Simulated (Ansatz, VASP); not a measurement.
## Ba: VASP beside Ansatz

The input INCAR:

```
PREC = Accurate
ENCUT = 520
EDIFF = 1E-6
ISMEAR = -1
SIGMA = 0.05
LREAL = False
LASPH = True
NELM = 100
ALGO = Fast
ISIF = 2
LWAVE = False
LCHARG = True
GGA = PE
LELF = True
LVHAR = True
NBANDS = 28
```

Contents of KPOINTS:

```
Automatic mesh
0
Gamma
  5 5 5
```

The input POSCAR:

```
Ba
1.0
   -4.1855588078      4.1855588078      3.8872602596
    4.1855588078     -4.1855588078      3.8872602596
    4.1855588078      4.1855588078     -3.8872602596
Ba
4
Direct
    0.6818578900      0.1818578900      0.8637157800
    0.3181421100      0.8181421100      0.1362842200
    0.1818578900      0.3181421100      0.5000000000
    0.8181421100      0.6818578900      0.5000000000
```

input.yaml

```yaml
crystal:
  lattice:
    - [-4.1855588078, 4.1855588078, 3.8872602596]
    - [4.1855588078, -4.1855588078, 3.8872602596]
    - [4.1855588078, 4.1855588078, -3.8872602596]
  atoms:
    - { symbol: Ba, position: [0.68185789, 0.18185789, 0.86371578] }
    - { symbol: Ba, position: [0.31814211, 0.81814211, 0.13628422] }
    - { symbol: Ba, position: [0.18185789, 0.31814211, 0.5] }
    - { symbol: Ba, position: [0.81814211, 0.68185789, 0.5] }
hamiltonian:
  xc: pbe
  pseudopotentials: { kind: paw }
kpoints:
  mp_grid: { grid: [5, 5, 5] }
scf:
  occupations: { method: fermi_dirac, width: 0.05 }
output:
  forces: true
  stress: true
  eigenvalues: true
  write_density: true
  write_potential: true
  elf: true
  volumetric_format: npy
```

This isn't the form of Ba at room conditions, which is bcc.

Alike in both runs: task single point; functional PBE; k mesh 5 × 5 × 5; occupations fermi-dirac, width 0.05 eV; no spin polarisation.

|  | VASP | Ansatz |
| --- | --- | --- |
| version | VASP 6.6.1 | Ansatz 0.2.0 |
| potentials or method | VASP PAW PBE potentials, release 64 (Ba_sv) | Ansatz PAW |
| plane-wave cutoff (eV) | 520 | 420 |
| valence electrons in the cell | 40 | 40 |

```tsv
	VASP	Ansatz	Ansatz less VASP
gap on the k mesh at the Fermi level (eV)	none	none	-
pressure (GPa)	-0.4	-0.4	-0.04
largest component of the traceless stress (GPa)	0.10	0.10	+0.002
rms of the force components (eV/Å)	0.072	0.071	-0.0017
```

Atom by atom the forces differ by 0.002 eV/Å (rms over components). A gap of «none» marks a metal or a gap that the smearing closes.

Spin-orbit coupling is left out, which matters for the levels of Ba.
